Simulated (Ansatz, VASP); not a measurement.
**Ge in VASP and in Ansatz**

```
Ge
1.0
     4.84216    0.00000    0.00000
    -2.42108    4.19343    0.00000
     0.00000    0.00000    5.70837
Ge
6
Direct
  0.33333 0.66667 0.75003
  0.33333 0.66667 0.24997
  0.66667 0.33333 0.24997
  0.66667 0.33333 0.75003
  0.00000 0.00000 0.00000
  0.00000 0.00000 0.50000
```

Alike in both runs: functional PBE; k mesh 6 × 6 × 4; occupations gaussian, width 0.1 eV; no spin polarisation.

Ansatz relaxed the structure, and its values are those at the end. VASP's run is a single point on that final structure, the one shown.

|  | VASP | Ansatz |
| --- | --- | --- |
| version | VASP 6.6.1 | Ansatz 0.2.0 |
| potentials or method | VASP PAW PBE potentials, release 64 (Ge_d) | scalar-relativistic, plane waves, PAW |
| plane-wave cutoff (eV) | 520 | 420 |
| valence electrons in the cell | 84 | 84 |

|  | VASP | Ansatz | Ansatz less VASP |
| --- | --- | --- | --- |
| gap on the k mesh at the Fermi level (eV) | none | none | - |
| pressure (GPa) | 0.0 | 0.0 | -0.04 |

A gap of «none» marks a metal or a gap that the smearing closes. With one functional, cell and mesh, what is left measures potentials, basis and numerics.
